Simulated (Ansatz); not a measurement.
**Ni$_{3}$Ge: strain energy, fitted**

Ni$_{3}$Ge, Pm-3m, a = 3.533 Å. The structure is a Materials Project entry; whether it is the stable form wasn't checked. Ansatz: r2SCAN, PAW, 500 eV, Γ-centred 14×14×14 mesh on 4 atoms, Gaussian smearing 0.10 eV; no spin polarisation. Series: biaxial strain in the a-b plane, c and atoms relaxed; x is the strain in per cent. y is the free energy over the unstrained cell, V0 = 11.021 Å³/atom.

| x (%) | y (meV/atom) |
| --- | --- |
| -4.5 | 51.48 |
| -3.0 | 21.30 |
| -1.5 | 4.96 |
| 0.0 | 0.00 |
| 1.5 | 4.36 |
| 3.0 | 16.36 |
| 4.5 | ? |

Problem. Fit y = c2 x² + c3 x³ to the other rows, turn c2 into a modulus, and predict the missing energy.

Solution. Least squares on the rows shown. y = 2.1015 x² − 0.096952 x³. In eV per unit strain² c2 is 21.02; M is the biaxial modulus (E = M V0 ε²): 21.02 × 160.2 / (11.021) = 305 GPa. At x = 4.5 the fit asked for gives 33.72 meV/atom. The run gave 34.32 meV/atom, so the fit is 0.60 meV/atom too low, 1.2 % of the span of the series, against an rms of 0.12 meV/atom on the fitted rows. The row lies outside the fitted range. With a term in x⁴ added, a fit to the same known rows predicts 34.81 meV/atom, which misses by about as much or more on the other side: the known rows don't fix the higher terms.